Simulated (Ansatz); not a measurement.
## ZrSe2 under changes of volume

One of the cells (25.784 Å³/atom); the others are scaled copies at fixed shape and fractional positions:

```
CELL_PARAMETERS angstrom
3.79800 0.00000 0.00000
-1.89900 3.28916 0.00000
0.00000 0.00000 6.19200
ATOMIC_POSITIONS crystal
Zr 0.00000 0.00000 0.00000
Se 0.66667 0.33333 0.75000
Se 0.33333 0.66667 0.25000
```

| Property | Result |
| --- | --- |
| Program | Ansatz 0.2.0 |
| Functional | PBE |
| Potentials or basis | all-electron LAPW, scalar-relativistic |
| Cutoff | 235 eV (chosen from the basis error) |
| Basis error allowed | 0.001 eV/atom |
| k mesh | 8 × 8 × 5 |
| Occupations | fermi-dirac, width 0.05 eV |
| Spin | no spin polarisation |

```tsv
volume (Å³/atom)	energy over the lowest point (meV/atom)	pressure (GPa)	gap on the mesh (eV)	largest force (eV/Å)
24.237	?	?	?	?
24.753	27.57	5.6	0.36	0.756
25.268	12.67	3.7	0.39	0.512
25.784	3.67	1.9	0.41	0.285
26.300	0.00	0.4	0.43	0.073
26.815	1.15	-1.1	0.45	0.123
27.331	6.67	-2.3	0.47	0.306
```

Task: What does the run at 24.237 Å³/atom give?

Result: Energy over the lowest point 48.98 meV/atom; pressure 7.7 GPa; gap on the mesh 0.34 eV; largest force 1.019 eV/Å.

Worked out: A Birch-Murnaghan fit of order 3 (a polynomial in V^(-2/3)) to the other rows has its minimum at 26.43 Å³/atom with B0 = V·E''(V) = 75 GPa and B' = 4.2 at fixed shape and positions, which overstates the stiffness. It gives 49.04 meV/atom at 24.237 Å³/atom, against the run's 48.98, and -dE/dV = 7.8 GPa, against 7.7. A straight line through the other rows of the gap, of slope 1.08 eV per unit of ln V, extrapolates to 0.34 eV, against the run's 0.34.

Energies are extrapolated to zero smearing.

Caveats: an odd mesh through Γ misses points on the zone boundary, where band edges often lie; this functional lacks dispersion, which binds the layers, so the pressure and a relaxed spacing across them are unreliable; forces of over 1 eV/Å show positions far from the minimum, so gaps and moduli don't describe the material at rest (some runs). Spin-orbit coupling on Se, Zr is left out.

The runs don't all hold the same shells in valence.
